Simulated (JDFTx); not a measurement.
Runs of JDFTx 1.7.0 (patched build) on Ta. It takes space group Im-3m (No. 229, cubic). Conventional cell: a = 3.303 Å, b = 3.303 Å, c = 3.303 Å, α = 90.00°, β = 90.00°, γ = 90.00°. Ta (site symmetry m-3m) has 8 Ta at 2.86 Å as nearest neighbours. 

```tsv
task	level	potentials or basis	cell	k mesh	cutoff (eV)	further solve for the empty bands	gap on the mesh (eV)	pressure (GPa)	V0 of scaled cells (Å³/atom)	B0 (GPa)
single point	PBEsol	PseudoDojo-SR-PBEsol-0.4.1-standard with smoothed tails	as given	11 × 11 × 11	789	yes	none	-4.2	-	-
equation of state	LDA	PseudoDojo-SR-LDA-0.4.1-standard with smoothed tails	as given	11 × 11 × 11	789	-	-	-	17.09	(a)
equation of state	PBEsol	PseudoDojo-SR-PBEsol-0.4.1-standard with smoothed tails	as given	11 × 11 × 11	789	-	-	-	(b)	212
single point	PBEsol	PseudoDojo-SR-PBEsol-0.4.1-standard with smoothed tails	cell strained at random at fixed volume	11 × 11 × 11	789	yes	none	-3.8	-	-
equation of state	r2SCAN	SG15-PBE-1.2 with smoothed tails	as given	9 × 9 × 9	1088	-	-	-	17.09	185
```

Alike in all rows: no spin polarisation; smearing fermi-dirac 0.05 eV.

Question: Estimate the missing entries.

Answer: (a) 229; (b) 17.64.

Caveats: the potentials were made for another functional, which shifts forces and pressure (some runs).

A k mesh can miss the band edges, and the runs leave out spin-orbit coupling on Ta.

A gap of «none» marks a metal or a gap under the smearing width.
